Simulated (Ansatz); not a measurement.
Bi2TeSe2 (Skippenite):

```
Bi Te Se
1.0
     2.09150    1.20753    9.71233
    -2.09150    1.20753    9.71233
     0.00000   -2.41506    9.71233
Bi Te Se
2 1 2
Direct
  0.60194 0.60194 0.60194
  0.39806 0.39806 0.39806
  0.00000 0.00000 0.00000
  0.78840 0.78840 0.78840
  0.21160 0.21160 0.21160
```

```yaml
Program: Ansatz 0.2.0
Task: relaxation of cell and atoms
Functional: LDA
Potentials_or_basis: Ansatz PAW
Cutoff: "420 eV (not typed: the program's choice for these potentials)"
k_mesh: 7 × 7 × 7
Occupations: fermi-dirac, width 0.05 eV
Spin: no spin polarisation
```

At the start: volume 29.43 Å³/atom.

Q: Where does the relaxation end?

A: It ends after 7 steps and the volume is 28.86 Å³/atom (-2.0 %); space group R-3m (No. 166, to 0.05 Å).

Step by step:
| step | energy change (eV) | largest force (eV/Å) | volume (Å³) |
| --- | --- | --- | --- |
| 1 | 0.0000 | 1.7799 | 147.17 |
| 2 | -0.2952 | 0.3980 | 148.92 |
| 3 | -0.3405 | 0.0601 | 143.22 |
| 4 | -0.3455 | 0.0435 | 144.78 |
| 5 | -0.3461 | 0.0310 | 144.06 |
| 6 | -0.3463 | 0.0015 | 144.29 |
| 7 | -0.3457 | 0.0015 | 144.29 |

Final structure:
```
Bi Te Se
1.0
     2.09784    1.21119    9.46456
    -2.09784    1.21119    9.46456
     0.00000   -2.42238    9.46456
Bi Te Se
2 1 2
Direct
  0.59327 0.59327 0.59327
  0.40673 0.40673 0.40673
  0.00000 0.00000 0.00000
  0.79333 0.79333 0.79333
  0.20667 0.20667 0.20667
```

Caveat: the plane-wave basis is chosen anew once the cell has moved, so the energies of steps on either side of that aren't comparable; the PAW data sets come from PBE, with cores solved anew for the run's functional, which leaves a small shift of forces and pressure.
